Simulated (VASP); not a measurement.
## Bi: equation of state with PBE

The system is Bi.

```xyz
2
Lattice="2.2675 1.3091 3.9380 -2.2675 1.3091 3.9380 0.0000 -2.6183 3.9380" Properties=species:S:1:pos:R:3 pbc="T T T"
Bi    0.0000    0.0000    9.0495
Bi    0.0000    0.0000    2.7645
```

```yaml
Program: VASP 6.6.1
Task: equation of state
Functional: PBE
Potentials_or_basis: VASP PAW PBE potentials, release 64 (Bi_d)
Cutoff: 520 eV
k_mesh: 7 × 7 × 7
Occupations: fermi-dirac, width 0.05 eV
Spin: no spin polarisation
```

| Item | Value |
| --- | --- |
| Equilibrium volume | 36.65 Å³/atom |
| Bulk modulus at fixed shape and positions | 43 GPa |
| Pressure derivative of the bulk modulus | 4.6 |

Energy against volume, from the lowest point:
```tsv
volume (Å³/atom)	energy (meV/atom)
32.965	60.87
33.667	38.30
34.368	21.49
35.070	9.86
35.771	2.85
36.472	0.00
37.174	0.87
```

All runs of the series together: 9.9 min on 1 thread of AMD EPYC 7R13 Processor (Zen 3), with other jobs on the host.

Caveat: the cell was scaled at fixed shape and fractional positions, which overstates the stiffness of a crystal with free parameters, most of all of layers and chains.
